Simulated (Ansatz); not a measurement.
Li2O: response to strain

Start from Li$_{2}$O in the anti-fluorite structure (space group Fm-3m, No. 225; a = 4.573 Å). Axes: x, y, z lie along the cube axes.

Strains are applied to the cell and any free atomic positions relax; under biaxial strain the out-of-plane vector relaxes too.

Computed with r2SCAN (Ansatz, a program for electronic structure; PAW; 500 eV plane waves; spin-orbit coupling left out).

Candidates:
(a) isotropic strain −1.39 %
(b) uniaxial strain ε_yy = −2.20 %
(c) biaxial strain +3.14 %, plane normal [001], relaxed out of plane
(d) biaxial strain −1.02 %, plane normal [001], relaxed out of plane
(e) tensor shear ε_xz = −0.65 %

Notes on the quantities. energy relative to the base: free energy F.

Question: Order them by energy relative to the base, lowest first.

Answer: (e) tensor shear ε_xz = −0.65 % (+0.3 meV/atom), (d) biaxial strain −1.02 %, plane normal [001], relaxed out of plane (+1.2 meV/atom), (b) uniaxial strain ε_yy = −2.20 % (+2.7 meV/atom), (a) isotropic strain −1.39 % (+3.9 meV/atom), (c) biaxial strain +3.14 %, plane normal [001], relaxed out of plane (+11 meV/atom)

Stability against distortions was not tested.
